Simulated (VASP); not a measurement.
# CdSe: single point with LDA

Crystal: CdSe.

```xyz
2
Lattice="0.0000 2.8740 2.9602 2.8740 0.0000 2.9602 2.8740 2.8740 0.0000" Properties=species:S:1:pos:R:3 pbc="T T T"
Cd    0.0000    0.0000    0.0000
Se    2.8740    2.8740    2.9602
```

Measurements of this composition are mostly on another form, of space group No. 186.

The cell isn't the ideal one: strain +0.000 along x and y, +0.030 along z, atoms carried along.

```yaml
Program: VASP 6.6.1
Task: single point
Functional: LDA
Potentials_or_basis: VASP PAW LDA potentials, release 64 (Cd, Se)
Cutoff: 520 eV
k_mesh: 14 × 14 × 14
Occupations: gaussian, width 0.15 eV
Spin: no spin polarisation
Dipole_correction: no
Further_INCAR_settings: ALGO = Fast; EDIFF = 1e-06; NBANDS = 16
```

```
Pressure               : -6.9 GPa
Band gap on the k mesh : none (metal or under the smearing width)
```

Stress tensor (GPa, compression positive):
```
-6.55  0.00  0.00
 0.00 -6.55  0.00
 0.00  0.00 -7.55
```

Levels at points of the mesh, in eV from the Fermi level:
| k point | band 6 | band 7 | band 8 | band 9 | band 10 | band 11 | band 12 | band 13 |
| --- | --- | --- | --- | --- | --- | --- | --- | --- |
| (0.00, 0.00, 0.00) | -7.86 | -0.68 | -0.68 | -0.50 | -0.28 | 8.46 | 8.62 | 8.62 |
| (0.50, 0.00, 0.00) | -7.74 | -4.89 | -0.15 | -0.02 | 2.84 | 4.99 | 5.23 | 5.50 |
| (0.50, 0.50, 0.00) | -7.30 | -3.96 | -1.95 | -1.95 | -0.60 | 5.52 | 9.08 | 9.96 |
| (0.50, 0.00, 0.50) | -7.25 | -3.99 | -2.18 | -1.89 | -0.70 | 5.37 | 9.37 | 9.44 |

Wall time 52 s on 1 thread of Intel(R) Xeon(R) 6975P-C (Granite Rapids), with other jobs on the host, peak memory 0.3 GiB.
